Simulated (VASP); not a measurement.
# GaCo: intraband terms of a metal's spectrum

GaCo, Pm-3m (no. 221), 2 atoms in the cell. PBE, independent-particle dielectric function; PAW potentials Ga_d, Co (PBE set).

## Input

INCAR.step1:
```
SYSTEM = GaCo
PREC = Accurate
ENCUT = 330
ISMEAR = 1
SIGMA = 0.1
EDIFF = 1E-7
LASPH = .TRUE.
KPAR = 4
LWAVE = .FALSE.
LCHARG = .TRUE.
ISPIN = 2
MAGMOM = 0 2
LMAXMIX = 4
```

INCAR.step2:
```
SYSTEM = GaCo
PREC = Accurate
ENCUT = 330
ISMEAR = 0
SIGMA = 0.3
EDIFF = 1E-6
LASPH = .TRUE.
KPAR = 4
LWAVE = .TRUE.
LCHARG = .FALSE.
ISPIN = 2
MAGMOM = 0 2
LMAXMIX = 4
ICHARG = 11
NBANDS = 29
NEDOS = 3000
OMEGAMAX = 30
CSHIFT = 0.1
```

INCAR.step3, as INCAR.step2 but for:
```
- LWAVE = .TRUE.
+ LWAVE = .FALSE.
+ LOPTICS = .TRUE.
+ ALGO = None
+ NELM = 1
+ ISTART = 1
```

INCAR.step4, as INCAR.step3 but for:
```
+ WPLASMAI = 0.03
```

INCAR.step5 to INCAR.step6 change the same tag again: WPLASMAI = 0.1, 0.3.

INCAR.step7, as INCAR.step6 but for:
```
- WPLASMAI = 0.3
+ RTIME = 20
```

INCAR.step8, as INCAR.step7 but for:
```
- RTIME = 20
+ RTIME = 5
```

INCAR.step9, as INCAR.step8 but for:
```
- RTIME = 5
+ LNABLA = .TRUE.
```

INCAR.step10, as INCAR.step9 but for:
```
- ISMEAR = 0
- LNABLA = .TRUE.
+ ISMEAR = -5
```

KPOINTS.step1:
```
k-points
0
Gamma
  9 9 9
```

KPOINTS.step2:
```
k-points
0
Gamma
  14 14 14
```

POSCAR:
```
GaCo
1.0
    2.8780000000      0.0000000000      0.0000000000
    0.0000000000      2.8780000000      0.0000000000
    0.0000000000      0.0000000000      2.8780000000
Ga Co
1 1
Direct
    0.5000000000      0.5000000000      0.5000000000
    0.0000000000      0.0000000000      0.0000000000
```

Commands (each step's output is kept before the next begins):
```
cat potpaw_PBE.64/Ga_d/POTCAR potpaw_PBE.64/Co/POTCAR > POTCAR
cp INCAR.step1 INCAR
cp KPOINTS.step1 KPOINTS
mpirun -np 4 vasp_std > vasp.out
cp INCAR.step2 INCAR
cp KPOINTS.step2 KPOINTS
mpirun -np 4 vasp_std > vasp.out
cp INCAR.step3 INCAR
mpirun -np 4 vasp_std > vasp.out
cp INCAR.step4 INCAR
mpirun -np 4 vasp_std > vasp.out
cp INCAR.step5 INCAR
mpirun -np 4 vasp_std > vasp.out
cp INCAR.step6 INCAR
mpirun -np 4 vasp_std > vasp.out
cp INCAR.step7 INCAR
mpirun -np 4 vasp_std > vasp.out
cp INCAR.step8 INCAR
mpirun -np 4 vasp_std > vasp.out
cp INCAR.step9 INCAR
mpirun -np 4 vasp_std > vasp.out
cp INCAR.step10 INCAR
mpirun -np 4 vasp_std > vasp.out
```

## Result

- Bands: 29

One ground state, settings moved in the last step alone:

| Settings | Plasma frequency (eV) | Im ε at 0.5 eV | Im ε at 1 eV | Im ε at 2 eV | Im ε at 4 eV | Time (s) |
|---|---|---|---|---|---|---|
| interband part alone | 4.16 | 33.9 | 25.4 | 15.1 | 6.7 | 12 |
| Drude term, WPLASMAI 0.03 | 4.16 | 38.1 | 25.9 | 15.2 | 6.7 | 12 |
| Drude term, WPLASMAI 0.1 | 4.16 | 47.3 | 27.1 | 15.3 | 6.7 | 14 |
| Drude term, WPLASMAI 0.3 | 4.16 | 64.5 | 30.1 | 15.8 | 6.8 | 15 |
| relaxation time RTIME 20 fs | 4.16 | 38.5 | 25.9 | 15.2 | 6.7 | 15 |
| relaxation time RTIME 5 fs | 4.16 | 51.0 | 27.6 | 15.4 | 6.7 | 13 |
| transversal form (LNABLA) | 3.19 | 18.5 | 13.5 | 8.8 | 5.6 | 12 |
| tetrahedron method | – | – | – | – | – | no result |

VASP 6.6.1 took 122 s on 4 cores (AMD EPYC 7R43 (Zen 3)), a shared host.
